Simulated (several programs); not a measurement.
What each method gives for TlBr (Pm-3m)

TlBr (started from an entry of an open crystallographic database), relaxed with r2SCAN+rVV10 in Ansatz, was computed with several methods. It is cubic, Pm-3m (No. 221); conventional cell a = 3.946 Å, 30.73 Å³ an atom. Tl has 8 Br at 3.42 Å; Br has 8 Tl at 3.42 Å. Calculated for a static, non-magnetic cell.

```yaml
crystal:
  lattice:
    - [3.94619, 0.00000, 0.00000]
    - [0.00000, 3.94619, 0.00000]
    - [0.00000, 0.00000, 3.94619]
  atoms:
    - { symbol: Tl, position: [0.00000, 0.00000, 0.00000] }
    - { symbol: Br, position: [0.50000, 0.50000, 0.50000] }
```

Gaps and times are for a single point on this cell; volume and bulk modulus come from each method's own relaxation or energy curve at fixed shape. Times are rough, from shared hosts (Arm Neoverse V1; NVIDIA H100 80GB HBM3), and each method has its own mesh and cell size. A star marks a curve whose lowest point is an end point. PM7 (MOPAC), GFN1-xTB (tblite), GFN2-xTB (tblite) treat a cluster of cells at its zone centre, which samples few k points: where these miss a band edge, the gap comes out too large for that reason alone. Gaps from k meshes are read at a limited set of points (mesh, symmetry points, PBE's band edges), so each method's own least gap may be somewhat smaller. Force fields have no electrons; where one was fitted to this phase, its volume and modulus reflect the fit. xTB and the PM methods were fitted mostly to molecules, and can miss a solid's gap by electronvolts. Minimal bases can be far off for gaps. Times of the plane-wave ladder aren't listed, since it ran on unlike processors and cards. GLLB-SC's gap includes the derivative discontinuity. G0W0 is at finite bands, cutoff and mesh. d marks a direct gap, i an indirect one (no mark: not told apart), a dash a value that wasn't computed or didn't pass its checks.

```csv
method,kind,gap (eV),own volume (Å³/atom),bulk modulus (GPa),atoms computed,processor time
PBE-D3(BJ),semilocal,–,31.52,–,2,–
r2SCAN+rVV10,semilocal,–,30.73,–,2,–
PBE-D4,semilocal,–,35.21,–,2,–
TlBr_msw.poly (LAMMPS),force field,–,31.64,–,2,0.14 s
light PBE (260 eV and a coarse mesh),light plane-wave,1.68 d,–,–,2,0.67 s
LDA,semilocal,1.60 d,–,–,2,–
GFN1-xTB (tblite),tight binding,4.88,–,–,cluster,1.8 s
PBE,semilocal,1.78 d,–,–,2,–
GFN2-xTB (tblite),tight binding,5.73,–,–,cluster,3.1 s
PBE/SZV (CP2K),small basis,1.62 d,–,–,2,4 s
PBE/single zeta (GPAW),small basis,1.70 d,–,–,2,4.2 s
r2SCAN,semilocal,2.23 d,–,–,2,–
PBE+SOC,semilocal,1.13 i,–,–,2,–
GLLB-SC (GPAW),model potential,3.36,–,–,2,7.4 s
PBE/DZVP (CP2K),small basis,1.79 d,33.78*,20*,2,11 s
PM7 (MOPAC),semi-empirical,8.18,–,–,cluster,12 s
G0W0@PBE (260 eV screening cutoff),many-body,2.91,–,–,2,–
PBE0,hybrid,3.09 d,–,–,2,–
G0W0@r2SCAN (180 eV screening cutoff),many-body,3.14,–,–,2,–
HSE06,hybrid,2.46 d,–,–,2,–
DDH-PBE0,hybrid,2.62 d,–,–,2,–
G0W0@HSE06 (180 eV screening cutoff),many-body,3.26,–,–,2,–
Hartree-Fock,exact exchange,7.62 d,–,–,2,–
r2SCANh,hybrid,2.69 d,–,–,2,–
G0W0@LDA (140 eV screening cutoff),many-body,2.73,–,–,2,–
G0W0@PBE0 (180 eV screening cutoff),many-body,3.46,–,–,2,–
HSE06+SOC,hybrid,1.78 i,–,–,2,–
```

Against HSE06 (2.46 eV) and with closed or daggered gaps left aside, the nearest gap at the points sampled is that of DDH-PBE0 (+0.16 eV) and the farthest that of PM7 (MOPAC) (+5.72 eV). HSE06 is only a yardstick of convenience, and nearness to it can be luck.

Runs without a result: PM6 (MOPAC) (single point, out of time).

Only the rows marked +SOC include spin-orbit coupling.
